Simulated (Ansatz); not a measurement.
Crystal: AlCu3.

```
CELL_PARAMETERS angstrom
0.00000 2.88801 2.88801
2.88801 0.00000 2.88801
2.88801 2.88801 0.00000
ATOMIC_POSITIONS crystal
Cu 0.75000 0.75000 0.75000
Cu 0.25000 0.25000 0.25000
Cu 0.50000 0.50000 0.50000
Al 0.00000 0.00000 0.00000
```

The cell comes from a database or a generator and needn't be the stable form of this composition.

| Property | Result |
| --- | --- |
| Program | Ansatz 0.2.0 |
| Task | single point |
| Functional | PBEsol |
| Potentials or basis | all-electron LAPW, scalar-relativistic |
| Cutoff | 310 eV (chosen from the basis error) |
| Basis error allowed | 0.001 eV/atom |
| k mesh | 8 × 8 × 8 |
| Occupations | fermi-dirac, width 0.05 eV |
| Spin | no spin polarisation |

On this cell: pressure -0.8 GPa; largest force zero by symmetry; band gap on the k mesh none (metal or under the smearing width).

The same run follows on a disturbed copy (atoms moved at random, drawn with an rms of 0.05 Å):

```
CELL_PARAMETERS angstrom
0.00000 2.88801 2.88801
2.88801 0.00000 2.88801
2.88801 2.88801 0.00000
ATOMIC_POSITIONS crystal
Cu 0.75721 0.75143 0.74816
Cu 0.25563 0.25694 0.25137
Cu 0.48943 0.49828 0.51088
Al 0.99419 0.98404 0.00658
```

Problem. What does the disturbed cell give?

Solution. The energy (extrapolated to zero smearing) moves by +12.7 meV/atom; pressure -0.2 GPa; largest force 0.695 eV/Å; band gap on the k mesh none (metal or under the smearing width).

Forces in eV/Å, atoms in the order of the input:
```
Cu  -0.010 -0.133 -0.472
Cu  -0.163 -0.058 -0.523
Cu  -0.114  0.118  0.366
Al   0.286  0.073  0.629
```

Stress tensor (GPa, compression positive):
```
-0.07  0.02  0.17
 0.02 -0.09  0.18
 0.17  0.18 -0.52
```
